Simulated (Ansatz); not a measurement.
Equation of state of Zr

```
CELL_PARAMETERS angstrom
-1.78744 1.78744 1.78744
1.78744 -1.78744 1.78744
1.78744 1.78744 -1.78744
ATOMIC_POSITIONS crystal
Zr 0.00000 0.00000 0.00000
```

The cell was built from the bcc type and relaxed in the same program, and has space group Im-3m; it needn't be a known or the stable phase.

Levels of theory: DFT, PBE, all-electron LAPW, scalar-relativistic (Ansatz 0.2.0); DFT, PBE, PAW with Ansatz's default frozen-core files, scalar-relativistic (Ansatz 0.2.0).

For LAPW: a Γ-centred 16×16×16 k mesh, Fermi–Dirac smearing of 0.05 eV, basis error target 0.25 meV/atom, no spin polarisation. PAW takes a cutoff of 420 eV at this cell. The Ansatz runs share mesh, smearing and spin set-up. Plane-wave (PAW) pressures include the program's estimate of the Pulay term.

The cell above is scaled evenly, with fractional coordinates and shape held.

Task: Estimate the equilibrium volume and bulk modulus that all-electron LAPW gives for this fixed shape.

Result: V0 = 22.85 Å³/atom, B0 = 88 GPa, B0′ = 3.0, from a third-order Birch–Murnaghan fit to these pressures:
| V/V(cell) | V (Å³/atom) | P, LAPW (GPa) | P, PAW (GPa) |
| --- | --- | --- | --- |
| 0.9500 | 21.701 | 4.90 | 4.87 |
| 0.9750 | 22.272 | 2.34 | 2.31 |
| 1.0000 | 22.843 | 0.03 | 0.00 |
| 1.0250 | 23.414 | -2.07 | -2.09 |
| 1.0500 | 23.985 | -3.96 | -3.98 |

PAW's V0 lies -0.03 % from the all-electron value and its B0 0.0 %. Symmetry fixes shape and coordinates here, so this is the relaxed modulus.
